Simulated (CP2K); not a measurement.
**RbCl under changes of volume**

One of the cells (35.094 Å³/atom); the others are scaled copies at fixed shape and fractional positions:

```
Rb Cl
1.0
     4.63014    0.00000    0.00000
     2.31507    4.00981    0.00000
     2.31507    1.33660    3.78049
Rb Cl
1 1
Direct
  0.00000 0.00000 0.00000
  0.50000 0.50000 0.50000
```

| Quantity | Value |
| --- | --- |
| Program | CP2K 2026.2 |
| Functional | PBE |
| Potentials or basis | POTENTIAL_UZH Rb GTH-PBE-q9, Cl GTH-PBE-q7; TZVP-MOLOPT-PBE-GTH basis |
| Density cutoff | 6123 eV |
| k mesh | 7 × 7 × 7 |
| Occupations | fermi-dirac, width 0.05 eV |
| Spin | no spin polarisation |

```csv
volume (Å³/atom),energy over the lowest point (meV/atom),pressure (GPa),gap on the mesh (eV)
32.989,37.55,2.8,5.23
33.690,26.34,2.3,5.16
34.392,17.42,1.8,5.09
35.094,10.53,1.4,5.02
35.796,5.45,1.0,4.96
36.498,?,?,?
37.200,0.00,0.3,4.84
```

Q: What does the run at 36.498 Å³/atom give?

A: Energy over the lowest point 2.00 meV/atom; pressure 0.6 GPa; gap on the mesh 4.90 eV.

Worked out: A Birch-Murnaghan fit of order 3 (a polynomial in V^(-2/3)) to the other rows has its minimum at 37.97 Å³/atom, just outside them, with B0 = V·E''(V) = 14.0 GPa and B' = 5.2. It gives 2.00 meV/atom at 36.498 Å³/atom, against the run's 2.00, and -dE/dV = 0.6 GPa, against 0.6. A straight line through the other rows of the gap, of slope -3.26 eV per unit of ln V (its deformation potential), gives 4.90 eV, against the run's 4.90.

Energies are extrapolated to zero smearing.

Caveats: the basis of atomic orbitals isn't converged, which shifts pressures, moduli and gaps; an odd mesh through Γ misses points on the zone boundary, where band edges often lie (some runs). Spin-orbit coupling on Rb is left out.
